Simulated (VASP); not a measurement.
A run of VASP 6.6.1:

File INCAR:

```
SYSTEM = BeS
PREC     = Accurate       ! precision mode
ENCUT    = 300            ! plane-wave cutoff, eV
EDIFF    = 1E-7           ! SCF threshold, eV
ISMEAR   = 0              ! smearing method
SIGMA    = 0.02           ! smearing width, eV
LREAL    = .FALSE.        ! projectors in reciprocal space
LASPH    = .TRUE.         ! aspherical terms in the spheres
NELM     = 80             ! most SCF steps
ALGO     = Fast           ! electronic algorithm
ISIF     = 3              ! what is computed and relaxed
LWAVE    = .FALSE.        ! write WAVECAR
LCHARG   = .FALSE.        ! write CHGCAR
GGA      = PS             ! functional
IBRION   = 2              ! ionic algorithm
NSW      = 90             ! ionic steps
EDIFFG   = -0.005         ! ionic threshold
```

Contents of KPOINTS:

```
Automatic mesh
0
G
  8 8 8
  0 0 0
```

The input POSCAR:

```
BeS
1.0
    0.0000000000      2.4351516500      2.4351516500
    2.4351516500      0.0000000000      2.4351516500
    2.4351516500      2.4351516500      0.0000000000
Be S
1 1
Direct
    0.0000000000      0.0000000000      0.0000000000
    0.2500000000      0.2500000000      0.2500000000
```

Potentials or basis: VASP PAW PBE potentials, release 64 (Be, S).

Launch:

```bash
$ cat potpaw_PBE.64/Be/POTCAR potpaw_PBE.64/S/POTCAR > POTCAR
$ mpirun -np 1 vasp_std > vasp.out
```

Hardware: 1 thread of Intel(R) Xeon(R) Platinum 8259CL CPU @ 2.50GHz (Skylake/Cascade Lake) (shared host).

Estimate the wall time of this run.

It took 10 s on 1 thread of Intel(R) Xeon(R) Platinum 8259CL CPU @ 2.50GHz (Skylake/Cascade Lake), on a shared host, peak memory 0.12 GiB. Counts: scf iterations 35, k points 29, ion steps 3.
